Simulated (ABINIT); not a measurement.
**A GW chain in ABINIT: MgO (Fm-3m)**

Wanted: ground state, empty states, screening and self-energy for MgO (Fm-3m).

Method: PBEsol and many-body steps on it, plane waves, in ABINIT 10.8.3.

**What was measured.**

- Gap 7.83 eV: direct gap at Gamma, low temperature; bulk crystal (literature value) (quoted in “The Band-Gap Studies of Short-Period CdO/MgO Superlattices”, 2021, pmc:8035356).

## (1) Starting point

Symmetry: Fm-3m, No. 225, cubic system. Conventional cell: a = 4.194 Å, b = 4.194 Å, c = 4.194 Å, α = 90.00°, β = 90.00°, γ = 90.00°. Nearest to Mg lie 6 O at 2.10 Å. Nearest to O lie 6 Mg at 2.10 Å. Farther neighbours and most contacts between anions are not listed.

As a file:

```cif
data_structure
_symmetry_space_group_name_H-M 'P 1'
_symmetry_Int_Tables_number 1
_cell_length_a 2.9656
_cell_length_b 2.9656
_cell_length_c 2.9656
_cell_angle_alpha 60.000
_cell_angle_beta 60.000
_cell_angle_gamma 60.000
_cell_volume 18.44
loop_
_atom_site_label
_atom_site_type_symbol
_atom_site_fract_x
_atom_site_fract_y
_atom_site_fract_z
_atom_site_occupancy
Mg1 Mg 0.00000 0.00000 0.00000 1
O2 O 0.50000 0.50000 0.50000 1
```

The cell and positions are those that the Materials Project relaxed with its own functionals (PBE, PBE+U or r2SCAN), kept fixed.

## (2) Ground state

This step: ABINIT 10.8.3; DFT, PBEsol, plane waves, norm-conserving pseudopotentials.

The ground-state density comes first.

The input, run.abi:

```
acell 3*1.0 Angstrom
rprim 
  -0.000000000000 2.097001392700 2.097001392700
  2.097001392700 -0.000000000000 2.097001392700
  2.097001392700 2.097001392700 -0.000000000000
ntypat 2
znucl 12 8
natom 2
typat 1 2
xred 
  0.000000000000 0.000000000000 0.000000000000
  0.500000000000 0.500000000000 0.500000000000
pp_dirpath "pseudos"
pseudos "Mg.upf, O.upf"
ecut 38
ngkpt 8 8 8
nshiftk 1
shiftk 0 0 0
kptopt 1
chksymbreak 0
nband 13
occopt 1
tolvrs 1e-10
nstep 60
prtwf 0
indata_prefix "in"
outdata_prefix "out"
tmpdata_prefix "tmp"
```

Launch:

```console
$ OMP_NUM_THREADS=1 mpirun -n 4 abinit run.abi > log
```

Numbers of over 12 decimals in the logs are rounded to 6 here.

Log:

```text
.Version 10.8.3 of ABINIT. v10.8.2 released Aug 2026.

 Symmetries : space group Fm -3 m (#225); Bravais cF (face-center cubic)
================================================================================
 Values of the parameters that define the memory need of the present run
     intxc =       0    ionmov =       0      iscf =       7    lmnmax =       5
     lnmax =       5     mgfft =      32  mpssoang =       3    mqgrid =    3001
     natom =       2  nloc_mem =       1    nspden =       1   nspinor =       1
    nsppol =       1      nsym =      48    n1xccc =    2501    ntypat =       2
    occopt =       1   xclevel =       2
-    mband =          13        mffmem =           1         mkmem =           8
       mpw =        1410          nfft =       32768          nkpt =          29
================================================================================
  Rough estimation (10% accuracy) of disk space for files :
================================================================================

--------------------------------------------------------------------------------
------------- Echo of variables that govern the present computation ------------
--------------------------------------------------------------------------------
 -outvars: echo values of preprocessed input variables --------
            acell      1.8897261259E+00  1.8897261259E+00  1.8897261259E+00 Bohr

      chksymbreak           0
             ecut      3.80000000E+01 Hartree
-          fftalg         312

              ixc     -116133
              kpt      0.00000000E+00  0.00000000E+00  0.00000000E+00
                       1.25000000E-01  0.00000000E+00  0.00000000E+00
                       2.50000000E-01  0.00000000E+00  0.00000000E+00
                       3.75000000E-01  0.00000000E+00  0.00000000E+00
                       5.00000000E-01  0.00000000E+00  0.00000000E+00
                       1.25000000E-01  1.25000000E-01  0.00000000E+00
                       2.50000000E-01  1.25000000E-01  0.00000000E+00
                       3.75000000E-01  1.25000000E-01  0.00000000E+00
                       5.00000000E-01  1.25000000E-01  0.00000000E+00
   [... 18 further rows ...]
                      -3.75000000E-01  5.00000000E-01  1.25000000E-01
                      -2.50000000E-01  5.00000000E-01  2.50000000E-01
         kptrlatt        8    0    0      0    8    0      0    0    8
          kptrlen      4.48334925E+01
P           mkmem           8
            natom           2
            nband          13
            ngfft          32      32      32
             nkpt          29
            nstep          60
             nsym          48
           ntypat           2
              occ      2.000000  2.000000  2.000000  2.000000  2.000000  2.000000
                       2.000000  2.000000  0.000000  0.000000  0.000000  0.000000
                       0.000000
            prtwf           0
            rprim     -0.0000000000E+00  2.0970013927E+00  2.0970013927E+00
[...]
spgroup         225

           tolvrs      1.00000000E-10

             xred      0.0000000000E+00  0.0000000000E+00  0.0000000000E+00
[...]
znucl       12.00000    8.00000

================================================================================

 chkinp: Checking input parameters for consistency.

================================================================================
== DATASET  1 ==================================================================
-   mpi_nproc: 4, omp_nthreads: 1 (-1 if OMP is not activated)

--- !DatasetInfo
iteration_state: {dtset: 1, }
dimensions: {natom: 2, nkpt: 29, mband: 13, nsppol: 1, nspinor: 1, nspden: 1, mpw: 1410, }
cutoff_energies: {ecut:  38.0, pawecutdg:  -1.0, }
electrons: {nelect:   1.60000000E+01, charge:   0.00000000E+00, occopt:   1.00000000E+00, tsmear:   1.00000000E-02, }

 Real(R)+Recip(G) space primitive vectors, cartesian coordinates (Bohr,Bohr^-1):
 R(1)=  0.0000000  3.9627583  3.9627583  G(1)= -0.1261747  0.1261747  0.1261747
 R(2)=  3.9627583  0.0000000  3.9627583  G(2)=  0.1261747 -0.1261747  0.1261747
 R(3)=  3.9627583  3.9627583  0.0000000  G(3)=  0.1261747  0.1261747 -0.1261747
 Unit cell volume ucvol=  1.2445798E+02 bohr^3
 Angles (23,13,12)=  6.00000000E+01  6.00000000E+01  6.00000000E+01 degrees

 getcut: wavevector=  0.0000  0.0000  0.0000  ngfft=  32  32  32
         ecut(hartree)=     38.000   => boxcut(ratio)=   2.05769

--- Pseudopotential description ------------------------------------------------
- Mg Generated using ONCVPSP code by D. R. Hamann
- 12.00000  10.00000  180301                  znucl, zion, pspdat
12 -116133 1 -1 1510                          pspcod,pspxc,lmax,lloc,mmax
     nproj     2     2     0
  pspatm : epsatm=    9.18226799
         --- l  ekb(1:nproj) -->
[...]
pspatm: atomic psp has been read  and splines computed

- O Generated using ONCVPSP code by D. R. Hamann
-  8.00000   6.00000  180301                  znucl, zion, pspdat
12 -116133 2 -1 936                           pspcod,pspxc,lmax,lloc,mmax
     nproj     2     2     1
  pspatm : epsatm=    6.22910120
         --- l  ekb(1:nproj) -->
[...]
1   -4.739617   -1.153841
             2   -1.335834
 pspatm: atomic psp has been read  and splines computed

   2.46581907E+02                                ecore*ucvol(ha*bohr**3)
--------------------------------------------------------------------------------

_setup2: Arith. and geom. avg. npw (full set) are    1393.920    1393.901

================================================================================

--- !BeginCycle
iteration_state: {dtset: 1, }
solver: {iscf: 7, nstep: 60, nline: 4, wfoptalg: 0, }
tolerances: {tolvrs: 1.00E-10, }

     iter   Etot(hartree)      deltaE(h)  residm     vres2
 ETOT  1  -75.803834601779    -7.580E+01 9.296E-02 3.410E+02
 ETOT  2  -75.815612862661    -1.178E-02 1.649E-03 3.149E+02
 ETOT  3  -75.910890090937    -9.528E-02 3.474E-03 3.205E+00
 ETOT  4  -75.911751125239    -8.610E-04 6.149E-04 3.913E-03
 ETOT  5  -75.911751615337    -4.901E-07 3.041E-04 2.999E-04
 ETOT  6  -75.911751702541    -8.720E-08 1.617E-04 3.741E-05
 ETOT  7  -75.911751710452    -7.910E-09 9.438E-05 6.235E-07
 ETOT  8  -75.911751710577    -1.258E-10 5.685E-05 5.204E-09
 ETOT  9  -75.911751710576     1.833E-12 3.220E-05 1.764E-10
 ETOT 10  -75.911751710576    -6.821E-13 1.957E-05 3.308E-14

 At SCF step   10       vres2   =  3.31E-14 < tolvrs=  1.00E-10 =>converged.

 Cartesian components of stress tensor (hartree/bohr^3)
  sigma(1 1)= -3.19593586E-05  sigma(3 2)=  0.00000000E+00
  sigma(2 2)= -3.19593586E-05  sigma(3 1)=  0.00000000E+00
  sigma(3 3)= -3.19593586E-05  sigma(2 1)=  0.00000000E+00

--- !ResultsGS
iteration_state: {dtset: 1, }
comment   : Summary of ground state results
lattice_vectors:
- [ -0.0000000,   3.9627583,   3.9627583, ]
- [  3.9627583,  -0.0000000,   3.9627583, ]
- [  3.9627583,   3.9627583,  -0.0000000, ]
lattice_lengths: [   5.60419,    5.60419,    5.60419, ]
lattice_angles: [ 60.000,  60.000,  60.000, ] # degrees, (23, 13, 12)
lattice_volume:   1.2445798E+02
convergence: {deltae: -6.821E-13, res2:  3.308E-14, residm:  1.957E-05, diffor: null, }
etotal    :  -7.59117517E+01
entropy   :   0.00000000E+00
fermie    :   1.73675135E-01
cartesian_stress_tensor: # hartree/bohr^3
- [ -3.19593586E-05,   0.00000000E+00,   0.00000000E+00, ]
- [  0.00000000E+00,  -3.19593586E-05,   0.00000000E+00, ]
- [  0.00000000E+00,   0.00000000E+00,  -3.19593586E-05, ]
pressure_GPa:   9.4028E-01
xred      :
- [  0.0000E+00,   0.0000E+00,   0.0000E+00, Mg]
- [  5.0000E-01,   5.0000E-01,   5.0000E-01,  O]
cartesian_forces: # hartree/bohr
- [ -0.00000000E+00,  -0.00000000E+00,  -0.00000000E+00, ]
- [ -0.00000000E+00,  -0.00000000E+00,  -0.00000000E+00, ]
force_length_stats: {min:   0.00000000E+00, max:   0.00000000E+00, mean:   0.00000000E+00, }

 Integrated electronic density in atomic spheres:
 ------------------------------------------------
 Atom  Sphere_radius  Integrated_density
    1        2.00000          8.41058677
    2        2.00000          6.29623274
================================================================================

 ----iterations are completed or convergence reached----

 Mean square residual over all n,k,spin=   64.672E-09; max=  19.568E-06
 reduced coordinates (array xred) for    2 atoms
       0.000000000000      0.000000000000      0.000000000000
       0.500000000000      0.500000000000      0.500000000000
 rms dE/dt=  0.0000E+00; max dE/dt=  0.0000E+00; dE/dt below (all hartree)
    1       0.000000000000      0.000000000000      0.000000000000
    2       0.000000000000      0.000000000000      0.000000000000

 cartesian coordinates (angstrom) at end:
    1      0.000000     0.000000     0.000000
    2      2.097001     2.097001     2.097001

 cartesian forces (hartree/bohr) at end:
    1     -0.000000    -0.000000    -0.000000
    2     -0.000000    -0.000000    -0.000000
 frms,max,avg= 0.0000000E+00 0.0000000E+00   0.000E+00  0.000E+00  0.000E+00 h/b

 cartesian forces (eV/Angstrom) at end:
    1     -0.000000    -0.000000    -0.000000
    2     -0.000000    -0.000000    -0.000000
 frms,max,avg= 0.0000000E+00 0.0000000E+00   0.000E+00  0.000E+00  0.000E+00 e/A
 length scales=  1.889726125908  1.889726125908  1.889726125908 bohr
              =  1.000000000000  1.000000000000  1.000000000000 angstroms
 prteigrs : about to open file out_EIG
 Fermi (or HOMO) energy (hartree) =   0.17368   Average Vxc (hartree)=  -0.42978
 Eigenvalues (hartree) for nkpt=  29  k points:
 kpt#   1, nband= 13, wtk=  0.00195, kpt=  0.0000  0.0000  0.0000 (reduced coord)
  -2.46843   -1.25351   -1.25351   -1.25351   -0.45845    0.17368    0.17368    0.17368
   0.34973    0.75657    0.75657    0.75657    0.89385
 prteigrs : prtvol=0 or 1, do not print more k-points.

--- !EnergyTerms
iteration_state     : {dtset: 1, }
comment             : Components of total free energy in Hartree
kinetic             :  4.52256301474319E+01
hartree             :  2.05715932968621E+01
xc                  : -1.20508135700167E+01
Ewald energy        : -4.75873828125848E+01
psp_core            :  1.98124622747515E+00
local_psp           : -6.32531782872593E+01
non_local_psp       : -2.07988467124847E+01
total_energy        : -7.59117517105763E+01
total_energy_eV     : -2.06566399640550E+03
band_energy         : -1.26878452260850E+01

 Cartesian components of stress tensor (hartree/bohr^3)
  sigma(1 1)= -3.19593586E-05  sigma(3 2)=  0.00000000E+00
  sigma(2 2)= -3.19593586E-05  sigma(3 1)=  0.00000000E+00
  sigma(3 3)= -3.19593586E-05  sigma(2 1)=  0.00000000E+00

-Cartesian components of stress tensor (GPa)         [Pressure=  9.4028E-01 GPa]
- sigma(1 1)= -9.40276794E-01  sigma(3 2)=  0.00000000E+00
- sigma(2 2)= -9.40276794E-01  sigma(3 1)=  0.00000000E+00
- sigma(3 3)= -9.40276794E-01  sigma(2 1)=  0.00000000E+00

== END DATASET(S) ==============================================================
================================================================================

 -outvars: echo values of variables after computation  --------
           etotal     -7.5911751711E+01
            nband          13
             nkpt          29
          spgroup         225
 [... the other variables as echoed above ...]

 Calculation completed.
```

It took 5 s on 4 MPI ranks of Arm Neoverse V1, shared host; peak memory 0.26 GiB; 20 s of CPU time.

This step gave:

* total energy: -2065.6640 eV
* gap: 4.791 eV
* k of the valence top: 0, 0, 0
* k of the conduction bottom: 0, 0, 0
* least direct gap: 4.791 eV
* pressure: 0.9403 GPa

The gap is direct, at Γ.

The cutoff was set for levels, not for stress, so the pressure can be off by some GPa.

[end of part 1 of 3]

[Paths, hosts, dates, memory and timing lines, banners, echoed tables and standing remarks are left out of the program output.]

[Logs are printed without paths, hosts, clocks, repeated set-up lines and the standing remarks that a program may print on its own settings, such as how far it seeks lower states.]

[Runs of the session that timed out or met a known fault of the program may be left out.]

[Hosts, paths, dates, database ids (printed as entryN), source tags and the programs' standing remarks are cut or masked in the printed files.]

[G0W0 gaps are taken among the corrected bands and points alone; a level outside them can change the order at an edge.]

[Where Ansatz stands beside ABINIT at settings called matched, ABINIT's density can come from a denser mesh and the files from another edition; pairs whose starting gaps differed by over 0.03 eV were left out, so agreement reads better than it is.]
